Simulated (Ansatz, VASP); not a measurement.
This is a calculation of InP for VASP 6.6.1.

Contents of INCAR:

```
SYSTEM = InP
PREC = Accurate ; ENCUT = 520
EDIFF = 1E-6 ; ISMEAR = 0
SIGMA = 0.02 ; LREAL = .FALSE.
LASPH = .TRUE. ; NELM = 100
ALGO = Normal ; ISIF = 2
LWAVE = .FALSE. ; LCHARG = .FALSE.
GGA = PS ; NBANDS = 16
```

Contents of KPOINTS:

```
Automatic mesh
0
G
  8 8 8
  0 0 0
```

Contents of POSCAR:

```
InP
1.0
    0.0000000000      2.9305000000      2.9305000000
    2.9305000000      0.0000000000      2.9305000000
    2.9305000000      2.9305000000      0.0000000000
In P
1 1
Direct
    0.0000000000      0.0000000000      0.0000000000
    0.7500000000      0.7500000000      0.7500000000
```

Potentials or basis: VASP PAW PBE potentials, release 64 (In_d, P).

Run with:

```console
$ cat potpaw_PBE.64/In_d/POTCAR potpaw_PBE.64/P/POTCAR > POTCAR
$ mpirun -np 1 vasp_std > vasp.out
```

Question: Set up the same calculation for Ansatz 0.2.0. Potentials there: all-electron LAPW, scalar-relativistic.

Answer: As run (the cutoff follows the program's own potentials):

The input input.yaml:

```yaml
crystal:
  lattice:
    - [0.0, 2.9305, 2.9305]
    - [2.9305, 0.0, 2.9305]
    - [2.9305, 2.9305, 0.0]
  atoms:
    - { symbol: In, position: [0.0, 0.0, 0.0] }
    - { symbol: P, position: [0.75, 0.75, 0.75] }
kpoints:
  mp_grid: { grid: [8, 8, 8] }
scf:
  occupations: { method: gaussian, width: 0.02 }
hamiltonian:
  xc: pbesol
  pseudopotentials: { kind: all_electron, lapw: { basis_error: 0.001 } }
output:
  forces: true
  stress: true
  eigenvalues: true
```

Potentials or basis: all-electron LAPW, scalar-relativistic.

Command:

```console
$ ansatz run input.yaml --threads 1 --pin off --max-ram 3072MiB --backend cpu --events-out ev --progress --plain --runs-dir out
```

Both were run:

|  | VASP | Ansatz | Ansatz less VASP |
| --- | --- | --- | --- |
| gap on the k mesh at the Fermi level (eV) | 0.61 | 0.61 | 0.000 |
| least direct gap on the mesh (eV) | 0.61 | 0.61 | 0.000 |
| pressure (GPa) | 0.6 | 0.6 | +0.02 |

Ansatz ran all-electron here, so the differences hold the error of VASP's frozen core and of both bases.

Caveats: spin-orbit coupling is left out, which moves the levels of the heavy elements; the PAW data sets were made with another functional, which shifts forces and pressure a little (VASP). As with any semilocal functional, this PBEsol gap is likely too small.
